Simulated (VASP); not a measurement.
# Ta (R-3m) in VASP: further runs

Runs on Ta. Level: r2SCAN. Tasks: single point, relaxation of cell and atoms.

All numbers are computed with VASP 6.6.1; they aren't measurements. Logs are shortened: lines on timing, memory, paths and dates and some standing lists are left out, and cuts for length are marked.

## Step 1: The structure

It takes space group R-3m (No. 166, trigonal). Conventional cell: a = 6.838 Å, b = 6.838 Å, c = 17.493 Å, α = 90.00°, β = 90.00°, γ = 120.00°. Ta (site symmetry m) has 6 Ta at 2.32 to 2.51 Å as nearest neighbours. Ta (site symmetry m) has 7 Ta at 2.48 to 2.80 Å as nearest neighbours.

The cell was built by a generator and needn't be a form met in nature.

## Step 2: Single point, r2SCAN

Contents of POSCAR:

```
Ta
1.0
    3.4191216666      1.9740308146      5.8309774820
   -3.4191216666      1.9740308146      5.8309774820
    0.0000000000     -3.9480616291      5.8309774820
Ta
12
Direct
    0.0101900000      0.6536100000      0.0101900000
    0.0101900000      0.0101900000      0.6536100000
    0.6536100000      0.0101900000      0.0101900000
    0.9898100000      0.3463900000      0.9898100000
    0.3463900000      0.9898100000      0.9898100000
    0.9898100000      0.9898100000      0.3463900000
    0.2211800000      0.6306000000      0.2211800000
    0.2211800000      0.2211800000      0.6306000000
    0.6306000000      0.2211800000      0.2211800000
    0.7788200000      0.3694000000      0.7788200000
    0.3694000000      0.7788200000      0.7788200000
    0.7788200000      0.7788200000      0.3694000000
```

Contents of INCAR.step1:

```
PREC = Accurate ; ENCUT = 520
ISMEAR = 0 ; SIGMA = 0.1
LREAL = False ; LASPH = True
NELM = 100 ; NBANDS = 78
GGA = PE ; ALGO = Normal
EDIFF = 1E-4 ; LWAVE = True
LCHARG = False
```

Contents of INCAR.step2:

```
PREC = Accurate ; ENCUT = 520
EDIFF = 1E-7 ; ISMEAR = 0
SIGMA = 0.1 ; LREAL = False
LASPH = True ; NELM = 100
ALGO = Normal ; ISIF = 2
LWAVE = False ; LCHARG = True
METAGGA = R2SCAN ; LMIXTAU = True
LELF = True ; LVHAR = True
NBANDS = 78 ; ISTART = 1
```

Contents of KPOINTS:

```
regular mesh
0
Gamma
  3 3 3
```

Potentials or basis: VASP PAW PBE potentials, release 64 (Ta_pv).

The run is started by

```
> cat potpaw_PBE.64/Ta_pv/POTCAR > POTCAR
> cp INCAR.step1 INCAR
> mpirun -np 1 vasp_std > vasp.out
> cp INCAR.step2 INCAR
> mpirun -np 1 vasp_std > vasp.out
```

OUTCAR:

```text
PREC = Accurate
   ENCUT = 520
   EDIFF = 1E-7
   ISMEAR = 0
   LREAL = False
   LASPH = True
   NELM = 100
   ISIF = 2
   METAGGA = R2SCAN
   ISTART = 1

 ion  position               nearest neighbor table
   1  0.010  0.654  0.010-   4 2.32   2 2.44   3 2.44   7 2.50  12 2.51  11 2.51
   2  0.010  0.010  0.654-   6 2.32   3 2.44   1 2.44   8 2.50  10 2.51  11 2.51
   3  0.654  0.010  0.010-   5 2.32   2 2.44   1 2.44   9 2.50  12 2.51  10 2.51
   4  0.990  0.346  0.990-   1 2.32   6 2.44   5 2.44  10 2.50   8 2.51   9 2.51
   5  0.346  0.990  0.990-   3 2.32   6 2.44   4 2.44  11 2.50   8 2.51   7 2.51
   6  0.990  0.990  0.346-   2 2.32   4 2.44   5 2.44  12 2.50   9 2.51   7 2.51
   7  0.221  0.631  0.221-  11 2.48  12 2.48   1 2.50   5 2.51   6 2.51   8 2.80   9 2.80
   8  0.221  0.221  0.631-  10 2.48  11 2.48   2 2.50   4 2.51   5 2.51   7 2.80   9 2.80
   9  0.631  0.221  0.221-  10 2.48  12 2.48   3 2.50   4 2.51   6 2.51   8 2.80   7 2.80
  10  0.779  0.369  0.779-   9 2.48   8 2.48   4 2.50   3 2.51   2 2.51  12 2.80  11 2.80
  11  0.369  0.779  0.779-   7 2.48   8 2.48   5 2.50   1 2.51   2 2.51  12 2.80  10 2.80
  12  0.779  0.779  0.369-   7 2.48   9 2.48   6 2.50   3 2.51   1 2.51  10 2.80  11 2.80

  LATTYP: Found a trigonal (rhomboedric) cell.
 ALAT       =     7.0418384690
 COS(alpha) =     0.5284942553

  Lattice vectors:

 A1 = (   3.4191216666,   1.9740308146,   5.8309774820)
 A2 = (  -3.4191216666,   1.9740308146,   5.8309774820)
 A3 = (   0.0000000000,  -3.9480616291,   5.8309774820)

Analysis of symmetry for initial positions (statically):
=====================================================================
 Subroutine PRICEL returns:
 Original cell was already a primitive cell.

 Routine SETGRP: Setting up the symmetry group for a
 trigonal (rhombohedral) supercell.

 Subroutine GETGRP returns: Found 12 space group operations
 (whereof 12 operations were pure point group operations)
 out of a pool of 12 trial point group operations.

The static configuration has the point symmetry D_3d.

Analysis of symmetry for dynamics (positions and initial velocities):
=====================================================================
 Subroutine PRICEL returns:
 Original cell was already a primitive cell.

 Routine SETGRP: Setting up the symmetry group for a
 trigonal (rhombohedral) supercell.

 Subroutine GETGRP returns: Found 12 space group operations
 (whereof 12 operations were pure point group operations)
 out of a pool of 12 trial point group operations.
[... 115 lines left out ...]
   EMIN   =  10.00;   EMAX   =-10.00  energy-range for DOS
   EFERMI =   0.00;   METHOD = LEGACY
   ISMEAR =     0;   SIGMA  =   0.10  broadening in eV -4-tet -1-fermi 0-gaus
   EFERMI_NEDOS =   21; number of points for ismear=-14 and -15
   IALGO  =     38    algorithm
   IMIX   =      4    mixing-type and parameters
     AMIX     =   0.40;   BMIX     =  1.00
     AMIX_MAG =   1.60;   BMIX_MAG =  1.00
  volume/ion in A,a.u.               =      19.68       132.79
  Fermi-wavevector in a.u.,A,eV,Ry     =   1.348587  2.548461 24.744753  1.818688
  Thomas-Fermi vector in A             =   2.476244
   LORBIT       =      0    0 simple, 1 ext, 2 COOP (PROOUT), +10 PAW based schemes
   METAGGA = R2SCAN    functional components
   LHFCALC =     F    Hartree Fock is set to
   AEXX    =    0.0000 exact exchange contribution
   IVDW    =     0    specifies the selected vdW correction
   LEPSILON=     F    determine dielectric tensor
   LRPA    =     F    only Hartree local field effects (RPA)
 non-spin polarized calculation
 Gauss-broadening in eV      SIGMA  =   0.10
  energy-cutoff  :      520.00
  volume of cell :      236.14
 maximum number of plane-waves:      6375
 NGX is ok and might be reduce to    54

 number of electron     131.9999992 magnetization

 Free energy of the ion-electron system (eV)
  ---------------------------------------------------
  ext. energy  EPLUGINS =         0.00000000
  ---------------------------------------------------
  free energy    TOTEN  =      -551.84630495 eV

  energy without entropy =     -551.81736299  energy(sigma->0) =     -551.83183397

 E-fermi :   4.6953     XC(G=0): -12.5149

 val. band max:        4.6782340936   @ k =   0.3333   0.3333   0.0000
 cond. band min:       4.7838131536   @ k =  -0.3333   0.3333   0.3333
 fundamental gap:      0.1055790600
 Fermi energy:         4.6953326881

 k-point     1 :       0.0000    0.0000    0.0000
  band No.  band energies     occupation
      1     -32.3183      2.00000
      2     -31.7798      2.00000
      3     -31.7798      2.00000
      4     -31.5493      2.00000
      5     -31.4031      2.00000
      6     -31.3505      2.00000
[... 475 lines left out ...]
     77       6.4526      0.00000
     78       6.5681      0.00000

------------------------ aborting loop because EDIFF is reached ----------------------------------------

  FORCE on cell =-STRESS in cart. coord.  units (eV):
  Direction    XX          YY          ZZ          XY          YZ          ZX
  --------------------------------------------------------------------------------------
  -------------------------------------------------------------------------------------
  Total       74.8565318     74.8565318     83.5973358      0.0000000      0.0000000      0.0000000
  in kB      507.9011393    507.9011393    567.2074443      0.0000000      0.0000000      0.0000000
  external PRESSURE =     527.6699077 kB  Pullay stress =       0.0000000 kB

 VOLUME and BASIS-vectors are now :
 -----------------------------------------------------------------------------
  energy-cutoff  :      520.00
  volume of cell :      236.14
      direct lattice vectors                 reciprocal lattice vectors
     3.419121667  1.974030815  5.830977482     0.146236387  0.084429618  0.057165944
    -3.419121667  1.974030815  5.830977482    -0.146236387  0.084429618  0.057165944
     0.000000000 -3.948061629  5.830977482     0.000000000 -0.168859235  0.057165944

 POSITION                                       TOTAL-FORCE (eV/Angst)
 -----------------------------------------------------------------------------------
     -2.19993      1.27013      3.93002         2.934302     -1.694120     -0.310801
      0.00000     -2.54026      3.93002         0.000000      3.388240     -0.310801
      2.19993      1.27013      3.93002        -2.934302     -1.694120     -0.310801
      2.19993     -1.27013     13.56291        -2.934302      1.694120      0.310801
     -2.19993     -1.27013     13.56291         2.934302      1.694120      0.310801
      0.00000      2.54026     13.56291         0.000000     -3.388240      0.310801
     -1.39986      0.80821      6.25641         4.170487     -2.407832      1.429910
      0.00000     -1.61642      6.25641         0.000000      4.815663      1.429910
      1.39986      0.80821      6.25641        -4.170487     -2.407832      1.429910
      1.39986     -0.80821     11.23653        -4.170487      2.407832     -1.429910
     -1.39986     -0.80821     11.23653         4.170487      2.407832     -1.429910
      0.00000      1.61642     11.23653         0.000000     -4.815663     -1.429910
 -----------------------------------------------------------------------------------
    total drift:                               -0.000000      0.000000      0.000000

  FREE ENERGIE OF THE ION-ELECTRON SYSTEM (eV)
  ---------------------------------------------------
  free  energy   TOTEN  =      -551.8463049494 eV

  energy  without entropy=     -551.8173629919  energy(sigma->0) =     -551.83183397
```

Wall time 13 min (1 thread of Intel Xeon Platinum 8559C (Emerald Rapids), shared host); peak memory 0.43 GiB.

Results:

| Property | Result |
| --- | --- |
| Free energy | -551.8463 eV |
| Pressure | 52.8 GPa |
| Largest force | 5.023 eV/Å |
| Band gap on the k mesh | none (metal or under the smearing width) |

Forces in eV/Å, atoms in the order of the input:
```
Ta   2.934 -1.694 -0.311
Ta   0.000  3.388 -0.311
Ta  -2.934 -1.694 -0.311
Ta  -2.934  1.694  0.311
Ta   2.934  1.694  0.311
Ta   0.000 -3.388  0.311
Ta   4.170 -2.408  1.430
Ta   0.000  4.816  1.430
Ta  -4.170 -2.408  1.430
Ta  -4.170  2.408 -1.430
Ta   4.170  2.408 -1.430
Ta   0.000 -4.816 -1.430
```

Caveat: the k mesh is coarse (spacing up to 0.37 Å⁻¹), so the values aren't converged; a pressure of tens of GPa on the cell as given is suspect, and the run, the potentials or the cell itself is likely at fault; the PAW data sets were made with another functional, which shifts forces and pressure a little.

## Step 3: Single point, r2SCAN

This run uses another cell than the first one: it holds 2 atoms, not 12.

Contents of POSCAR:

```
Ta
1.0
    0.0000000000      2.4334174429      5.1476288821
    1.5036472856      0.0000000000      5.1476288821
    1.5036472856      2.4334174429      0.0000000000
Ta
2
Direct
    0.1335864579      0.1335864579      0.8664135421
    0.8664135421      0.8664135421      0.1335864579
```

Contents of INCAR.step1:

```
SYSTEM = Ta
  PREC = Accurate
  ENCUT = 520
  ISMEAR = 0
  SIGMA = 0.1
  LREAL = .False.
  LASPH = .True.
  NELM = 100
  NBANDS = 18
  GGA = PE
  ALGO = Normal
  EDIFF = 1E-4
  LWAVE = .True.
  LCHARG = .False.
```

Contents of INCAR.step2:

```
SYSTEM = Ta
  PREC = Accurate
  ENCUT = 520
  EDIFF = 1E-6
  ISMEAR = 0
  SIGMA = 0.1
  LREAL = .False.
  LASPH = .True.
  NELM = 100
  ALGO = Normal
  ISIF = 2
  LWAVE = .False.
  LCHARG = .False.
  METAGGA = R2SCAN
  LMIXTAU = .True.
  NBANDS = 18
  ISTART = 1
```

Contents of KPOINTS:

```
regular mesh
0
Gamma
  6 6 6
  0 0 0
```

Potentials or basis: VASP PAW PBE potentials, release 64 (Ta_pv).

The run is started by

```
> cat potpaw_PBE.64/Ta_pv/POTCAR > POTCAR
> cp INCAR.step1 INCAR
> mpirun -np 1 vasp_std > vasp.out
> cp INCAR.step2 INCAR
> mpirun -np 1 vasp_std > vasp.out
```

Wall time 1.9 min (1 thread of Intel Xeon Platinum 8559C (Emerald Rapids), shared host); peak memory 0.21 GiB.

The run converged. Its results:

- Free energy: -96.3675 eV
- Pressure: 0.6 GPa
- Band gap on the k mesh: none (metal or under the smearing width)

Stress tensor (GPa, compression positive):
```
0.56 0.00 0.00
0.00 0.64 0.00
0.00 0.00 0.64
```

Levels at points of the mesh, in eV from the Fermi level:
```tsv
k point	band 7	band 8	band 9	band 10	band 11	band 12	band 13	band 14	band 15	band 16
(0.00, 0.00, 0.00)	-8.52	-4.78	-1.90	-0.09	-0.02	0.49	1.62	2.18	3.14	3.47
(0.50, 0.00, 0.00)	-4.49	-4.11	-2.76	-2.22	0.17	1.22	2.50	4.56	4.70	6.42
(0.50, 0.50, 0.00)	-6.75	-6.48	-2.53	-0.42	0.10	1.00	1.77	1.88	2.12	3.93
(0.50, 0.00, 0.50)	-4.80	-4.38	-3.43	-0.40	0.56	1.48	2.84	3.23	6.58	6.89
(0.00, 0.50, 0.50)	-4.13	-3.48	-2.83	-2.37	-0.04	0.08	2.98	5.34	5.94	6.67
```

Caveat: the k mesh is coarse (spacing up to 0.42 Å⁻¹), so the values aren't converged; the PAW data sets were made with another functional, which shifts forces and pressure a little.

[end of part 1 of 2]
